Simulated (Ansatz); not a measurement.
Write a Python script for Ansatz 0.2.0, Python API that makes a projected density of states of CdS, space group P3m1. Level of theory: LDA, PAW, the default cutoff (420 eV here), 6×6×4 k-points, fixed occupations.

```cif
data_structure
_symmetry_space_group_name_H-M 'P 1'
_symmetry_Int_Tables_number 1
_cell_length_a 4.2612
_cell_length_b 4.2612
_cell_length_c 5.8042
_cell_angle_alpha 90.000
_cell_angle_beta 90.000
_cell_angle_gamma 120.000
_cell_volume 91.27
loop_
_atom_site_label
_atom_site_type_symbol
_atom_site_fract_x
_atom_site_fract_y
_atom_site_fract_z
_atom_site_occupancy
Cd1 Cd 0.00000 0.00000 0.44269 1
S1 S 0.66667 0.33333 0.43431 1
```

`run_pdos.py`:
```python
import ansatz as az
from ase import Atoms
import numpy as np

XC = "lda"
MESH = (6, 6, 4)
SMEARING = "fixed"
N_EMPTY = 10

atoms = Atoms(
    ["Cd", "S"],
    scaled_positions=[
        (0.0, 0.0, 0.442692),
        (2 / 3, 1 / 3, 0.434308),
    ],
    cell=[
        (4.26117, 0.0, 0.0),
        (-2.130585, 3.690281, 0.0),
        (0.0, 0.0, 5.804173),
    ],
    pbc=True,
)
xtal = az.Crystal.from_ase(atoms)

job = (
    xtal.calculation()
    .functional(XC)
    .kpoints(*MESH)
    .occupations(SMEARING)
    .scf(extra_bands=N_EMPTY)
    .density_of_states(projected=True, energy_step=0.05)
)
res = job.run()
rep = res.report

dos = res.density_of_states()
energy = np.asarray(dos.energies_ev) - dos.fermi_ev
curves = {}
for site in res.projected_density_of_states().sites:
    for shell in site.shells:
        weight = sum(np.sum(curve.g_bin_mean_per_ev, axis=0) for curve in shell.curves)
        name = f"{site.species} {shell.label}"
        curves[name] = curves.get(name, 0) + weight

step = energy[1] - energy[0]
windows = [(-10, -5), (-5, 0), (0, 6)]
print("states by shell in windows of E - E_F (eV):", windows)
for name, g in curves.items():
    print(f"{name:8s}", " ".join(f"{step * g[(energy >= a) & (energy < b)].sum():8.3f}" for a, b in windows))
filled = (energy < 0) & (energy > -10)
for name, g in curves.items():
    if g[filled].sum() * step > 0.5:
        print(f"centre of {name}: {np.average(energy[filled], weights=g[filled]):.2f} eV")
```

`python run_pdos.py` gives:
```text
DeckWarning: basis.ecutwfc = 420 eV, auto-derived from the records' recommended cutoffs: set by Cd (normal level)
states by shell in windows of E - E_F (eV): [(-10, -5), (-5, 0), (0, 6)]
Cd 4S       0.000    0.002    0.002
Cd 5S       0.047    0.592    1.041
Cd 4P       0.001    0.009    0.001
Cd 4D       9.510    0.262    0.017
S 3S        0.156    0.069    0.121
S 3P        0.274    4.892    0.573
centre of Cd 5S: -3.25 eV
centre of Cd 4D: -7.08 eV
centre of S 3P: -1.63 eV
```
(Warnings from the package without file and line.)

Reading the output:
- Semilocal gaps usually lie well under measured ones.
- Under fixed occupations the level called the Fermi level is the highest filled one on the SCF mesh; off the mesh a filled band can lie a little above it.
- The crystal has a gap of about 1.24 eV on the mesh; bins of finite width blur the band edges.
- The structure comes from a database of computed cells and needn't be a stable or known phase.
- Curves are summed over the cell's atoms. Only shells that the potentials hold have channels, so projections don't add up to the total, least of all where a shell is missing (p of most metals); heights and places of peaks move with the mesh.
- The density of states is complete only as far up as bands were computed.
- A band centre counts only the states inside the window taken.
- Finished in 2.9 s on 1 thread of Intel(R) Xeon(R) Processor @ 2.30GHz, with other jobs on the host, peak memory 0.53 GiB.
